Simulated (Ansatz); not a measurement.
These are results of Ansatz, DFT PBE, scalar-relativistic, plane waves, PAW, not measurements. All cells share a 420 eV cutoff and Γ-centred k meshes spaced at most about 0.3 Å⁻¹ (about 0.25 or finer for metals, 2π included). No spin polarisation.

Temperature and zero-point effects are left out.

Two relaxed structures of Hf₇N:

A.

```cif
data_structure
_symmetry_space_group_name_H-M 'R-3:H'
_symmetry_Int_Tables_number 148
_cell_length_a 8.4458
_cell_length_b 8.4458
_cell_length_c 7.8378
_cell_angle_alpha 90.000
_cell_angle_beta 90.000
_cell_angle_gamma 120.000
_cell_volume 484.17
loop_
_atom_site_label
_atom_site_type_symbol
_atom_site_symmetry_multiplicity
_atom_site_Wyckoff_symbol
_atom_site_fract_x
_atom_site_fract_y
_atom_site_fract_z
_atom_site_occupancy
Hf1 Hf 18 f 0.72073 0.57204 0.49852 1
Hf2 Hf 3 b 0.00000 0.00000 0.50000 1
N1 N 3 a 0.00000 0.00000 0.00000 1
```

B.

```cif
data_structure
_symmetry_space_group_name_H-M 'P-3m1'
_symmetry_Int_Tables_number 164
_cell_length_a 3.2027
_cell_length_b 3.2027
_cell_length_c 18.0495
_cell_angle_alpha 90.000
_cell_angle_beta 90.000
_cell_angle_gamma 120.000
_cell_volume 160.34
loop_
_atom_site_label
_atom_site_type_symbol
_atom_site_symmetry_multiplicity
_atom_site_Wyckoff_symbol
_atom_site_fract_x
_atom_site_fract_y
_atom_site_fract_z
_atom_site_occupancy
Hf1 Hf 2 d 0.33333 0.66667 0.07185 1
Hf2 Hf 2 d 0.66667 0.33333 0.21632 1
Hf3 Hf 2 d 0.33333 0.66667 0.35807 1
Hf4 Hf 1 b 0.00000 0.00000 0.50000 1
N1 N 1 a 0.00000 0.00000 0.00000 1
```

Question: Which is lower in energy, and by how much?

Answer: B is lower, by 7 meV/atom. A has space group R-3 (No. 148), 20.2 Å³/atom and no gap on its mesh; B has space group P-3m1 (No. 164), 20.0 Å³/atom and no gap. Counting Hf atoms around N (those within 1.25 times the shortest such distance or 1.15 times the sum of covalent radii, 1.27 where that leaves under three), A and B both have N 6. Both come from invented guesses. The lowest form computed isn't among them: it has space group P6_3/mmc (No. 194), 20.0 Å³/atom and lies 29 meV/atom below the best shown.

For metals, differences of a few meV/atom aren't resolved. These runs have no spin–orbit coupling, which can matter for Hf. Cells relaxed within their symmetry can be saddle points. Some candidate types were left out of the draw beforehand, so a known form may be missing.
